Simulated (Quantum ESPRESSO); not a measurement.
# WC (Fm-3m) in Quantum ESPRESSO: further runs, part 4 of 4

Quantum ESPRESSO 7.5. The steps go on from the part before.

## (6) Projected density of states, PBEsol+U

pw.in reads:

```
&CONTROL
  calculation = 'scf'
  prefix = 'pwscf'
  outdir = './tmp'
  pseudo_dir = './pseudo'
  tprnfor = .true.
  tstress = .true.
  disk_io = 'low'
/
&SYSTEM
  ibrav = 0
  nat = 2
  ntyp = 2
  ecutwfc = 56
  ecutrho = 448
  nbnd = 18
  occupations = 'smearing'
  smearing = 'fd'
  degauss = 0.00367493
/
&ELECTRONS
  conv_thr = 4d-10
  electron_maxstep = 120
  mixing_beta = 0.3
/
ATOMIC_SPECIES
W    183.8400 w_pbesol_v1.2.uspp.F.UPF
C     12.0110 c_pbesol_v1.2.uspp.F.UPF
CELL_PARAMETERS angstrom
   0.0000000000    2.1926840000    2.1926840000
   2.1926840000    0.0000000000    2.1926840000
   2.1926840000    2.1926840000    0.0000000000
ATOMIC_POSITIONS angstrom
W      0.0000000000    0.0000000000    0.0000000000
C      2.1926840000    2.1926840000    2.1926840000
K_POINTS automatic
10 10 10 0 0 0
HUBBARD {ortho-atomic}
U W-5d 8.0
```

nscf.in reads:

```
&CONTROL
  calculation = 'nscf'
  prefix = 'pwscf'
  outdir = './tmp'
  pseudo_dir = './pseudo'
  disk_io = 'low'
/
&SYSTEM
  ibrav = 0
  nat = 2
  ntyp = 2
  ecutwfc = 56
  ecutrho = 448
  nbnd = 18
  occupations = 'tetrahedra_opt'
/
&ELECTRONS
  conv_thr = 1d-08
  electron_maxstep = 120
  mixing_beta = 0.3
  startingwfc = 'random'
/
ATOMIC_SPECIES
W    183.8400 w_pbesol_v1.2.uspp.F.UPF
C     12.0110 c_pbesol_v1.2.uspp.F.UPF
CELL_PARAMETERS angstrom
   0.0000000000    2.1926840000    2.1926840000
   2.1926840000    0.0000000000    2.1926840000
   2.1926840000    2.1926840000    0.0000000000
ATOMIC_POSITIONS angstrom
W      0.0000000000    0.0000000000    0.0000000000
C      2.1926840000    2.1926840000    2.1926840000
K_POINTS automatic
15 15 15 0 0 0
HUBBARD {ortho-atomic}
U W-5d 8.0
```

projwfc.in reads:

```
&PROJWFC
  prefix = 'pwscf'
  outdir = './tmp'
  filpdos = 'p'
  Emin = 7
  Emax = 32
  DeltaE = 0.05
/
```

Potentials or basis: GBRV 1.5 PBEsol.

Launch:

```console
$ OMP_NUM_THREADS=1 mpirun -n 2 pw.x -nk 2 -in pw.in > pw.out
$ OMP_NUM_THREADS=1 mpirun -n 2 pw.x -nk 2 -in nscf.in > nscf.out
$ OMP_NUM_THREADS=1 mpirun -n 1 projwfc.x -in projwfc.in > projwfc.out
```

It took 35 s on 2 MPI ranks of Arm Neoverse V1, shared host; peak memory 0.28 GiB.

Results (log left out):

- Free energy: -2309.7061 eV
- Pressure: -7.5 GPa
- Band gap on the k mesh: none (metal or under the smearing width)
- Loewdin charges: W +0.29; C -0.26 e

Levels at points of the mesh, in eV from the Fermi level:
| k point | band 7 | band 8 | band 9 | band 10 | band 11 | band 12 |
| --- | --- | --- | --- | --- | --- | --- |
| (0.00, 0.00, 0.00) | -2.85 | -2.85 | -1.11 | -1.11 | -1.11 | -0.66 |
| (0.00, 0.00, -0.50) | -6.47 | -6.47 | 0.96 | 0.96 | 2.18 | 4.70 |
| (0.00, -0.50, -0.50) | -5.76 | -2.59 | -2.59 | 1.15 | 2.14 | 2.14 |

States per cell in windows of 0.5 eV (zero at the Fermi level; states under -8 eV left out):
| from (eV) | total | W#1 d wfc3 | C#2 p wfc2 | C#2 s wfc1 | W#1 p wfc5 | W#1 s wfc4 | W#1 p wfc2 |
| --- | --- | --- | --- | --- | --- | --- | --- |
| -8.0 | 0.37 | 0.13 | 0.16 | 0.02 | 0.02 | 0.03 | 0.00 |
| -7.5 | 0.39 | 0.14 | 0.17 | 0.01 | 0.03 | 0.02 | 0.01 |
| -7.0 | 0.27 | 0.10 | 0.12 | 0.01 | 0.02 | 0.01 | 0.00 |
| -6.5 | 1.12 | 0.51 | 0.47 | 0.01 | 0.10 | 0.00 | 0.02 |
| -6.0 | 1.34 | 0.70 | 0.54 | 0.01 | 0.07 | 0.00 | 0.01 |
| -5.5 | 0.67 | 0.35 | 0.29 | 0.00 | 0.02 | 0.00 | 0.00 |
| -5.0 | 0.40 | 0.20 | 0.18 | 0.00 | 0.01 | 0.00 | 0.00 |
| -4.5 | 0.28 | 0.13 | 0.13 | 0.00 | 0.01 | 0.00 | 0.00 |
| -4.0 | 0.20 | 0.09 | 0.10 | 0.00 | 0.01 | 0.00 | 0.00 |
| -3.5 | 0.15 | 0.07 | 0.07 | 0.00 | 0.01 | 0.00 | 0.00 |
| -3.0 | 0.21 | 0.11 | 0.09 | 0.00 | 0.01 | 0.00 | 0.00 |
| -2.5 | 0.30 | 0.17 | 0.10 | 0.00 | 0.01 | 0.00 | 0.00 |
| -2.0 | 0.31 | 0.20 | 0.09 | 0.00 | 0.00 | 0.00 | 0.00 |
| -1.5 | 0.34 | 0.24 | 0.08 | 0.01 | 0.00 | 0.00 | 0.00 |
| -1.0 | 0.37 | 0.28 | 0.07 | 0.01 | 0.00 | 0.01 | 0.00 |
| -0.5 | 0.49 | 0.37 | 0.09 | 0.01 | 0.00 | 0.01 | 0.00 |
| 0.0 | 0.51 | 0.40 | 0.08 | 0.01 | 0.00 | 0.01 | 0.00 |
| 0.5 | 0.83 | 0.67 | 0.12 | 0.02 | 0.01 | 0.01 | 0.00 |
| 1.0 | 0.83 | 0.68 | 0.11 | 0.01 | 0.01 | 0.01 | 0.00 |
| 1.5 | 0.86 | 0.63 | 0.17 | 0.01 | 0.01 | 0.03 | 0.00 |
| 2.0 | 1.28 | 0.99 | 0.23 | 0.01 | 0.00 | 0.03 | 0.00 |
| 2.5 | 0.25 | 0.15 | 0.07 | 0.01 | 0.00 | 0.01 | 0.00 |
| 3.0 | 0.26 | 0.15 | 0.07 | 0.02 | 0.01 | 0.02 | 0.00 |
| 3.5 | 0.29 | 0.15 | 0.07 | 0.02 | 0.01 | 0.03 | 0.00 |
| 4.0 | 0.28 | 0.14 | 0.07 | 0.02 | 0.01 | 0.03 | 0.00 |
| 4.5 | 0.26 | 0.12 | 0.07 | 0.03 | 0.01 | 0.02 | 0.00 |
| 5.0 | 0.42 | 0.19 | 0.07 | 0.07 | 0.03 | 0.05 | 0.00 |
| 5.5 | 0.44 | 0.17 | 0.08 | 0.09 | 0.05 | 0.04 | 0.00 |
| 6.0 | 0.47 | 0.17 | 0.08 | 0.12 | 0.06 | 0.03 | 0.00 |
| 6.5 | 0.51 | 0.18 | 0.10 | 0.12 | 0.06 | 0.02 | 0.00 |
| 7.0 | 0.36 | 0.10 | 0.08 | 0.06 | 0.06 | 0.03 | 0.00 |
| 7.5 | 0.27 | 0.07 | 0.07 | 0.05 | 0.04 | 0.03 | 0.00 |

Eigenvalues of the final occupation matrices:
```
  site  spin  trace               eigenvalues
W 1 5d  each   2.26  0.42 0.42 0.47 0.47 0.47
```

Caveat: U without spin polarisation on a metal has little footing; the U is typed as a test and isn't derived for this compound. Spin-orbit coupling is left out, which matters for the levels of W.

## (7) The runs side by side

| U | gap on the mesh (eV) | pressure (GPa) |
| --- | --- | --- |
| W d U = 3 eV | none | -8.9 |
| W d U = 4 eV | none | -8.6 |
| W d U = 5 eV | none | -8.4 |
| W d U = 6 eV | none | -8.1 |
| W d U = 8 eV | none | -7.5 |

Alike in all rows: task projected density of states; level PBEsol+U; potentials or basis GBRV 1.5 PBEsol; no spin polarisation; cell as given; k mesh 10 × 10 × 10; cutoff (eV) 762; smearing fermi-dirac 0.05 eV.

Every run on the cell as given and a fine mesh finds a metal.

Caveats: U without spin polarisation on a metal has little footing; the U is typed as a test and isn't derived for this compound.

Absolute energies hang on the potentials; compare differences alone.
